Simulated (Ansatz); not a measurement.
Born–Oppenheimer molecular dynamics of a periodic cell of 16 atoms, MgO (host MgO, host structure Fm-3m). It goes on from the last frame of an earlier run, with new velocities.

These are results of DFT PBE, scalar-relativistic, plane waves, PAW (Ansatz 0.2.0), not measurements. Settings: cutoff 420 eV, k mesh 2x2x2, fermi-dirac smearing 0.05 eV, no spin polarisation.

| Property | Result |
| --- | --- |
| ensemble | NVT, Langevin thermostat |
| time step | 1 fs |
| steps asked | 250 |
| set temperature | 1560 K |
| friction | 0.01 /fs |
| seed | 581332 |

Frames 5 fs apart, positions in Å.

Velocities at 40.0 fs (Å/ps):

```
Mg 2.83 -6.62 -1.23
O -1.75 3.56 -8.24
Mg 1.92 4.42 1.38
O 0.75 7.81 -0.16
Mg -2.74 0.82 8.44
O 1.91 -21.32 -9.31
Mg 1.58 -0.80 -8.84
O -1.28 -9.88 3.65
Mg 9.48 -9.97 10.72
O -1.69 14.83 -2.35
Mg -0.85 -5.19 3.80
O -4.42 6.82 21.53
Mg -17.89 8.83 1.19
O 16.41 -0.01 -6.63
Mg -7.09 2.14 8.57
O 3.90 12.12 -5.52
```

```xyz
16
Lattice="0.0000 4.4041 4.4041 4.4041 0.0000 4.4041 4.4041 4.4041 0.0000" Properties=species:S:1:pos:R:3 time_fs=40.0 energy_less_start_eV=1.595 T=1506
Mg -0.150 0.036 0.321
O 2.359 2.264 1.919
Mg 2.193 2.168 -0.001
O 4.196 4.391 2.261
Mg 2.194 0.247 2.154
O 4.298 1.980 4.464
Mg 4.368 2.396 2.279
O 6.432 4.210 4.397
Mg -0.156 2.253 2.150
O 2.242 4.609 4.277
Mg 2.188 4.136 2.176
O 4.746 6.845 4.509
Mg 2.117 2.136 4.526
O 4.395 4.443 6.402
Mg 4.275 4.458 4.514
O 6.727 6.525 6.547
16
Lattice="0.0000 4.4041 4.4041 4.4041 0.0000 4.4041 4.4041 4.4041 0.0000" Properties=species:S:1:pos:R:3 time_fs=45.0 energy_less_start_eV=2.292 T=1363
Mg -0.138 0.012 0.309
O 2.363 2.281 1.896
Mg 2.209 2.187 -0.009
O 4.208 4.438 2.261
Mg 2.184 0.243 2.190
O 4.302 1.880 4.418
Mg 4.385 2.373 2.228
O 6.431 4.174 4.417
Mg -0.100 2.207 2.205
O 2.239 4.678 4.257
Mg 2.167 4.118 2.195
O 4.695 6.864 4.614
Mg 2.049 2.175 4.522
O 4.462 4.437 6.379
Mg 4.234 4.471 4.547
O 6.738 6.589 6.512
16
Lattice="0.0000 4.4041 4.4041 4.4041 0.0000 4.4041 4.4041 4.4041 0.0000" Properties=species:S:1:pos:R:3 time_fs=50.0 energy_less_start_eV=2.315 T=1277
Mg -0.129 0.001 0.276
O 2.373 2.268 1.916
Mg 2.218 2.224 -0.039
O 4.259 4.487 2.277
Mg 2.192 0.214 2.215
O 4.317 1.821 4.383
Mg 4.423 2.310 2.172
O 6.443 4.183 4.434
Mg -0.051 2.166 2.251
O 2.243 4.722 4.231
Mg 2.119 4.133 2.209
O 4.599 6.863 4.703
Mg 2.030 2.207 4.521
O 4.507 4.408 6.387
Mg 4.205 4.480 4.560
O 6.737 6.658 6.479
16
Lattice="0.0000 4.4041 4.4041 4.4041 0.0000 4.4041 4.4041 4.4041 0.0000" Properties=species:S:1:pos:R:3 time_fs=55.0 energy_less_start_eV=1.839 T=1438
Mg -0.133 -0.008 0.235
O 2.357 2.226 1.957
Mg 2.216 2.265 -0.075
O 4.332 4.522 2.305
Mg 2.208 0.194 2.231
O 4.324 1.823 4.335
Mg 4.472 2.231 2.155
O 6.454 4.221 4.434
Mg 0.002 2.125 2.282
O 2.255 4.718 4.218
Mg 2.076 4.172 2.218
O 4.476 6.840 4.749
Mg 2.044 2.216 4.527
O 4.534 4.351 6.422
Mg 4.196 4.480 4.561
O 6.723 6.734 6.472
16
Lattice="0.0000 4.4041 4.4041 4.4041 0.0000 4.4041 4.4041 4.4041 0.0000" Properties=species:S:1:pos:R:3 time_fs=60.0 energy_less_start_eV=1.324 T=1283
Mg -0.142 0.004 0.183
O 2.328 2.184 2.006
Mg 2.208 2.278 -0.099
O 4.399 4.541 2.337
Mg 2.211 0.173 2.256
O 4.319 1.865 4.281
Mg 4.513 2.144 2.179
O 6.471 4.260 4.421
Mg 0.031 2.086 2.296
O 2.264 4.673 4.205
Mg 2.030 4.221 2.236
O 4.346 6.829 4.753
Mg 2.075 2.218 4.527
O 4.547 4.305 6.463
Mg 4.202 4.467 4.555
O 6.704 6.810 6.484
16
Lattice="0.0000 4.4041 4.4041 4.4041 0.0000 4.4041 4.4041 4.4041 0.0000" Properties=species:S:1:pos:R:3 time_fs=65.0 energy_less_start_eV=0.918 T=1475
Mg -0.160 0.013 0.132
O 2.272 2.160 2.082
Mg 2.187 2.286 -0.127
O 4.444 4.560 2.353
Mg 2.216 0.141 2.287
O 4.305 1.948 4.240
Mg 4.545 2.064 2.230
O 6.483 4.311 4.412
Mg 0.049 2.045 2.299
O 2.266 4.596 4.210
Mg 2.004 4.267 2.244
O 4.237 6.817 4.713
Mg 2.106 2.225 4.527
O 4.554 4.287 6.508
Mg 4.207 4.440 4.534
O 6.697 6.867 6.503
16
Lattice="0.0000 4.4041 4.4041 4.4041 0.0000 4.4041 4.4041 4.4041 0.0000" Properties=species:S:1:pos:R:3 time_fs=70.0 energy_less_start_eV=0.823 T=1613
Mg -0.176 0.020 0.078
O 2.198 2.142 2.175
Mg 2.186 2.270 -0.151
O 4.508 4.566 2.342
Mg 2.212 0.100 2.309
O 4.305 2.046 4.202
Mg 4.565 1.994 2.287
O 6.497 4.385 4.381
Mg 0.060 2.025 2.299
O 2.270 4.520 4.216
Mg 2.016 4.320 2.230
O 4.157 6.816 4.633
Mg 2.132 2.235 4.523
O 4.525 4.268 6.533
Mg 4.210 4.403 4.497
O 6.693 6.914 6.548
16
Lattice="0.0000 4.4041 4.4041 4.4041 0.0000 4.4041 4.4041 4.4041 0.0000" Properties=species:S:1:pos:R:3 time_fs=75.0 energy_less_start_eV=1.101 T=1435
Mg -0.197 0.039 0.022
O 2.125 2.128 2.257
Mg 2.186 2.243 -0.157
O 4.578 4.553 2.299
Mg 2.214 0.061 2.322
O 4.317 2.145 4.164
Mg 4.579 1.933 2.345
O 6.505 4.456 4.370
Mg 0.072 2.011 2.297
O 2.258 4.450 4.240
Mg 2.054 4.376 2.222
O 4.117 6.814 4.551
Mg 2.156 2.243 4.487
O 4.468 4.284 6.559
Mg 4.226 4.356 4.448
O 6.677 6.945 6.595
16
Lattice="0.0000 4.4041 4.4041 4.4041 0.0000 4.4041 4.4041 4.4041 0.0000" Properties=species:S:1:pos:R:3 time_fs=80.0 energy_less_start_eV=1.321 T=1449
Mg -0.221 0.061 -0.025
O 2.081 2.119 2.307
Mg 2.189 2.213 -0.151
O 4.630 4.510 2.256
Mg 2.200 0.034 2.312
O 4.319 2.249 4.165
Mg 4.584 1.877 2.359
O 6.507 4.529 4.360
Mg 0.077 2.011 2.302
O 2.238 4.379 4.272
Mg 2.098 4.410 2.220
O 4.084 6.793 4.457
Mg 2.191 2.256 4.436
O 4.418 4.322 6.600
Mg 4.253 4.303 4.398
O 6.640 6.919 6.610
16
Lattice="0.0000 4.4041 4.4041 4.4041 0.0000 4.4041 4.4041 4.4041 0.0000" Properties=species:S:1:pos:R:3 time_fs=85.0 energy_less_start_eV=1.469 T=1475
Mg -0.239 0.070 -0.051
O 2.042 2.137 2.330
Mg 2.189 2.179 -0.121
O 4.662 4.463 2.183
Mg 2.187 0.002 2.284
O 4.312 2.340 4.192
Mg 4.576 1.842 2.352
O 6.508 4.596 4.372
Mg 0.074 2.034 2.321
O 2.208 4.297 4.306
Mg 2.150 4.418 2.225
O 4.059 6.777 4.362
Mg 2.221 2.261 4.374
O 4.358 4.375 6.659
Mg 4.292 4.252 4.352
O 6.600 6.852 6.596
16
Lattice="0.0000 4.4041 4.4041 4.4041 0.0000 4.4041 4.4041 4.4041 0.0000" Properties=species:S:1:pos:R:3 time_fs=90.0 energy_less_start_eV=1.394 T=1341
Mg -0.246 0.057 -0.044
O 2.021 2.171 2.344
Mg 2.170 2.153 -0.083
O 4.630 4.425 2.117
Mg 2.173 -0.032 2.248
O 4.314 2.395 4.253
Mg 4.555 1.859 2.317
O 6.515 4.657 4.392
Mg 0.075 2.083 2.351
O 2.175 4.235 4.343
Mg 2.200 4.422 2.239
O 4.062 6.760 4.274
Mg 2.240 2.263 4.303
O 4.305 4.428 6.725
Mg 4.335 4.224 4.307
O 6.577 6.769 6.588
16
Lattice="0.0000 4.4041 4.4041 4.4041 0.0000 4.4041 4.4041 4.4041 0.0000" Properties=species:S:1:pos:R:3 time_fs=95.0 energy_less_start_eV=1.032 T=1561
Mg -0.244 0.029 -0.010
O 2.033 2.223 2.334
Mg 2.139 2.137 -0.044
O 4.561 4.408 2.037
Mg 2.156 -0.052 2.214
O 4.327 2.402 4.333
Mg 4.538 1.915 2.274
O 6.519 4.689 4.408
Mg 0.067 2.133 2.377
O 2.163 4.208 4.383
Mg 2.248 4.412 2.239
O 4.096 6.722 4.217
Mg 2.263 2.259 4.251
O 4.264 4.457 6.784
Mg 4.377 4.220 4.273
O 6.564 6.667 6.586
```

Of the whole run (250 fs, mean temperature of the second half 1761 K): The mean temperature of the second half is 13 % above the set value. A run of 0.25 ps of so small a system gives no equilibrium averages. Limits of this set-up: coarse k mesh.

The run took 13 min on 1 thread of Arm Neoverse V2 (shared host), peak memory 0.54 GiB.
